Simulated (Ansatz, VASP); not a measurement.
One calculation of Sn, two programs

The input INCAR:

```
SYSTEM = Sn
ALGO = Normal
EDIFF = 1E-6
ENCUT = 520
GGA = PE
ISIF = 2
ISMEAR = 0
LASPH = .TRUE.
LCHARG = .FALSE.
LREAL = .FALSE.
LWAVE = .FALSE.
NBANDS = 21
NELM = 80
PREC = Accurate
SIGMA = 0.05
```

File KPOINTS:

```
k-points
0
G
  6 6 6
  0 0 0
```

Contents of POSCAR:

```
Sn
1.0
    0.0000000000      3.3279681522      3.3279681522
    3.3279681522      0.0000000000      3.3279681522
    3.3279681522      3.3279681522      0.0000000000
Sn
2
Direct
    0.7500000000      0.7500000000      0.7500000000
    0.5000000000      0.5000000000      0.5000000000
```

Input for Ansatz:

```yaml
crystal:
  lattice:
    - [0.0, 3.3279681522, 3.3279681522]
    - [3.3279681522, 0.0, 3.3279681522]
    - [3.3279681522, 3.3279681522, 0.0]
  atoms:
    - { symbol: Sn, position: [0.75, 0.75, 0.75] }
    - { symbol: Sn, position: [0.5, 0.5, 0.5] }
basis:
  ecutwfc: 600
  ecutrho_ratio: 5
kpoints:
  mp_grid: { grid: [6, 6, 6] }
hamiltonian:
  xc: pbe
scf:
  occupations: { method: gaussian, width: 0.05 }
output:
  forces: true
  stress: true
  eigenvalues: true
```

Alike in both runs: task single point; functional PBE; k mesh 6 × 6 × 6; occupations gaussian, width 0.05 eV; no spin polarisation.

|  | VASP | Ansatz |
| --- | --- | --- |
| version | VASP 6.6.1 | Ansatz 0.2.0 |
| potentials or method | VASP PAW PBE potentials, release 64 (Sn_d) | scalar-relativistic, plane waves, PAW |
| plane-wave cutoff (eV) | 520 | 600 |
| valence electrons in the cell | 28 | 28 |

```tsv
	VASP	Ansatz	Ansatz less VASP
pressure (GPa)	0.0	0.0	+0.04
```
